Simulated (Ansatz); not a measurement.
# A point defect in ZnO: O interstitial

A defect calculation: O interstitial in ZnO, supercell of 36 sites, in the charges 0, -1, -2.

Program: Ansatz 0.2.0. Level of theory: DFT PBE, scalar-relativistic, plane waves, PAW. These are calculated values, not measurements.

2 further runs of the same task are left out: 2 set aside as unsound or not needed.

## 1. The starting structure

Symmetry: P6_3mc, No. 186, hexagonal system. Conventional cell: a = 3.279 Å, b = 3.279 Å, c = 5.293 Å, α = 90.00°, β = 90.00°, γ = 120.00°. Zn (site symmetry 3m) has 4 O at 2.00 to 2.01 Å as nearest neighbours. O (site symmetry 3m) is surrounded by 4 Zn at 2.00 to 2.01 Å.

As a file:

```
CELL_PARAMETERS angstrom
3.27939 0.00000 0.00000
-1.63970 2.84004 0.00000
0.00000 0.00000 5.29323
ATOMIC_POSITIONS crystal
Zn 0.66667 0.33333 0.50060
Zn 0.33333 0.66667 0.00060
O 0.66667 0.33333 0.87971
O 0.33333 0.66667 0.37971
```

It goes back to an entry of the Materials Project.

This cell was relaxed beforehand with the same method: volume 12.32 Å³/atom, gap on the mesh 0.74 eV.

The host's static dielectric tensor, from an earlier linear-response run, has a mean of 10.90.

## 2. The perfect supercell

input.yaml reads:

```yaml
crystal:
  lattice:
    - [-4.9190861691, -2.8400357239, 5.2932331742]
    - [4.9190861691, -2.8400357239, 5.2932331742]
    - [1.0e-10, 5.6800714478, 5.2932331742]
  atoms:
    - { symbol: Zn, position: [0.6113125816, 0.6113125816, 0.2779792483] }
    - { symbol: Zn, position: [0.6113125816, 0.2779792483, 0.6113125816] }
    - { symbol: Zn, position: [0.2779792483, 0.944645915, 0.2779792483] }
    - { symbol: Zn, position: [0.944645915, 0.2779792483, 0.2779792483] }
    - { symbol: Zn, position: [0.2779792483, 0.6113125816, 0.6113125816] }
    - { symbol: Zn, position: [0.6113125816, 0.944645915, 0.944645915] }
    - { symbol: Zn, position: [0.2779792483, 0.2779792483, 0.944645915] }
    - { symbol: Zn, position: [0.944645915, 0.944645915, 0.6113125816] }
    - { symbol: Zn, position: [0.944645915, 0.6113125816, 0.944645915] }
    - { symbol: Zn, position: [0.5557570261, 0.2224236927, 0.2224236927] }
    - { symbol: Zn, position: [0.5557570261, 0.8890903594, 0.5557570261] }
    - { symbol: Zn, position: [0.2224236927, 0.5557570261, 0.2224236927] }
    - { symbol: Zn, position: [0.8890903594, 0.8890903594, 0.2224236927] }
    - { symbol: Zn, position: [0.2224236927, 0.2224236927, 0.5557570261] }
    - { symbol: Zn, position: [0.5557570261, 0.5557570261, 0.8890903594] }
    - { symbol: Zn, position: [0.2224236927, 0.8890903594, 0.8890903594] }
    - { symbol: Zn, position: [0.8890903594, 0.5557570261, 0.5557570261] }
    - { symbol: Zn, position: [0.8890903594, 0.2224236927, 0.8890903594] }
    - { symbol: O, position: [0.7376796406, 0.7376796406, 0.4043463073] }
    - { symbol: O, position: [0.7376796406, 0.4043463073, 0.7376796406] }
    - { symbol: O, position: [0.4043463073, 0.0710129739, 0.4043463073] }
    - { symbol: O, position: [0.0710129739, 0.4043463073, 0.4043463073] }
    - { symbol: O, position: [0.4043463073, 0.7376796406, 0.7376796406] }
    - { symbol: O, position: [0.7376796406, 0.0710129739, 0.0710129739] }
    - { symbol: O, position: [0.4043463073, 0.4043463073, 0.0710129739] }
    - { symbol: O, position: [0.0710129739, 0.0710129739, 0.7376796406] }
    - { symbol: O, position: [0.0710129739, 0.7376796406, 0.0710129739] }
    - { symbol: O, position: [0.682124085, 0.3487907517, 0.3487907517] }
    - { symbol: O, position: [0.682124085, 0.0154574184, 0.682124085] }
    - { symbol: O, position: [0.3487907517, 0.682124085, 0.3487907517] }
    - { symbol: O, position: [0.0154574184, 0.0154574184, 0.3487907517] }
    - { symbol: O, position: [0.3487907517, 0.3487907517, 0.682124085] }
    - { symbol: O, position: [0.682124085, 0.682124085, 0.0154574184] }
    - { symbol: O, position: [0.3487907517, 0.0154574184, 0.0154574184] }
    - { symbol: O, position: [0.0154574184, 0.682124085, 0.682124085] }
    - { symbol: O, position: [0.0154574184, 0.3487907517, 0.0154574184] }
basis:
  ecutwfc: 420
  xc_grid: 2
kpoints:
  mp_grid: { grid: [2, 2, 2], shift: [0.5, 0.5, 0.5] }
hamiltonian:
  xc: pbe
scf:
  occupations: { method: gaussian, width: 0.01 }
output:
  forces: true
  stress: true
  eigenvalues: true
```

Run with:

```
> ansatz run input.yaml --threads 4 --pin off --max-ram 10240MiB --backend cpu --events-out ev --progress --plain --runs-dir out
```

Further runs follow: charge state 0; charge state -1; charge state -2.

**Question.** What will these runs give? Wanted: formation energy, neutral; nearest atoms after relaxation, one image of each, neutral.

As calculated:

| quantity | value |
| --- | --- |
| formation energy, neutral | 2.06 eV |
| nearest atoms after relaxation, one image of each, neutral | 1 O at 1.53 Å, 1 Zn at 1.94 Å, 1 Zn at 2.13 Å, 1 Zn at 2.15 Å, 1 O at 2.60 Å, 1 O at 2.80 Å, 1 O at 2.95 Å |
| level (0/-1) above the valence top | 2.05 eV (outside the gap) |
| level (-1/-2) above the valence top | 2.80 eV (outside the gap) |

What this shows: The neutral defect costs 2.06 eV against the elements. Spin polarisation was off in the neutral run, so a moment could not show there. Among the charges computed the stable one is 0 at the valence top and stays so across the gap of 0.74 eV. In charges -1 and -2 the extra carrier would gain by moving to a band edge of the host at this level and cell size; a small cell and a semilocal functional both favour that, so a real bound level isn't ruled out. Levels are placed in the host's Kohn-Sham gap, which is usually too small at this level and squeezes them. A cell of 36 sites leaves finite-size errors of tenths of an eV, or more where the defect fills or empties host bands. Other minima may exist. Starting moments were lost in some runs.
